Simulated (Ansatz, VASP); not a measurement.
Pd in VASP and in Ansatz

```
Pd
1.0
     0.00000    1.97065    1.97065
     1.97065    0.00000    1.97065
     1.97065    1.97065    0.00000
Pd
1
Cartesian
  0.0000 0.0000 0.0000
```

Alike in both runs: functional PBE; k mesh 20 × 20 × 20; occupations methfessel-paxton of order 1, width 0.1 eV; no spin polarisation.

Ansatz relaxed the structure, and its values are those at the end. VASP's run is a single point on that final structure, the one shown.

|  | VASP | Ansatz |
| --- | --- | --- |
| version | VASP 6.6.1 | Ansatz 0.2.0 |
| potentials or method | VASP PAW PBE potentials, release 64 (Pd) | scalar-relativistic, plane waves, PAW |
| plane-wave cutoff (eV) | 520 | 420 |
| valence electrons in the cell | 10 | 18 |

VASP gave:

| Item | Value |
| --- | --- |
| gap on the k mesh at the Fermi level (eV) | none |
| pressure (GPa) | -0.3 |

Task: Which values does Ansatz return?

Result: gap on the k mesh at the Fermi level (eV): none; pressure (GPa): 0.0.

A gap of «none» marks a metal or a gap that the smearing closes. The two sets of potentials don't hold the same shells in valence.
